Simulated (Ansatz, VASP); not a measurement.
**One calculation of Ta, two programs**

Contents of INCAR:

```
PREC     = Accurate       # precision mode
ENCUT    = 520            # plane-wave cutoff, eV
EDIFF    = 1E-8           # SCF threshold, eV
ISMEAR   = -1             # smearing method
SIGMA    = 0.08           # smearing width, eV
LREAL    = False          # projectors in reciprocal space
LASPH    = True           # aspherical terms in the spheres
NELM     = 100            # most SCF steps
ALGO     = Normal         # electronic algorithm
ISIF     = 2              # what is computed and relaxed
LWAVE    = False          # write WAVECAR
LCHARG   = False          # write CHGCAR
GGA      = PE             # functional
LEFG     = True         
NBANDS   = 12             # bands
```

KPOINTS

```
Automatic mesh
0
Gamma
  17 17 17
```

The input POSCAR:

```
Ta
1.0
   -1.6676303703      1.6676303703      1.6676303703
    1.6676303703     -1.6676303703      1.6676303703
    1.6676303703      1.6676303703     -1.6676303703
Ta
1
Direct
    0.0000000000      0.0000000000      0.0000000000
```

Input for Ansatz:

```yaml
crystal:
  lattice:
    - [-1.6676303703, 1.6676303703, 1.6676303703]
    - [1.6676303703, -1.6676303703, 1.6676303703]
    - [1.6676303703, 1.6676303703, -1.6676303703]
  atoms:
    - { symbol: Ta, position: [0.0, 0.0, 0.0] }
kpoints:
  mp_grid: { grid: [17, 17, 17] }
scf:
  occupations: { method: fermi_dirac, width: 0.08 }
hamiltonian:
  xc: pbe
  pseudopotentials: { kind: paw }
output:
  forces: true
  stress: true
  eigenvalues: true
  efg: { contact_densities: true }
```

Change from the starting cell: volume scaled by 1.03, PAW files.

Alike in both runs: task electric field gradients; functional PBE; k mesh 17 × 17 × 17; occupations fermi-dirac, width 0.08 eV; no spin polarisation.

|  | VASP | Ansatz |
| --- | --- | --- |
| version | VASP 6.6.1 | Ansatz 0.2.0 |
| potentials or method | VASP PAW PBE potentials, release 64 (Ta_pv) | PAW with Ansatz's default frozen-core files, scalar-relativistic |
| plane-wave cutoff (eV) | 520 | 420 |
| valence electrons in the cell | 11 | 13 |

Ansatz gave:

| Property | Result |
| --- | --- |
| pressure (GPa) | -2.7 |
| Vzz of the field gradient on the site that differs most (V/Å²) | 0.0 |

Q: Estimate VASP's values.

A: Pressure (GPa): -2.6; Vzz of the field gradient on the site that differs most (V/Å²): 0.0.

The functional is the same, so the differences come from potentials, cutoffs and numerics. The two sets of potentials don't hold the same shells in valence. Ansatz warned: «gradients_without_spin_orbit».

Spin-orbit coupling is left out, which matters for the levels of Ta.
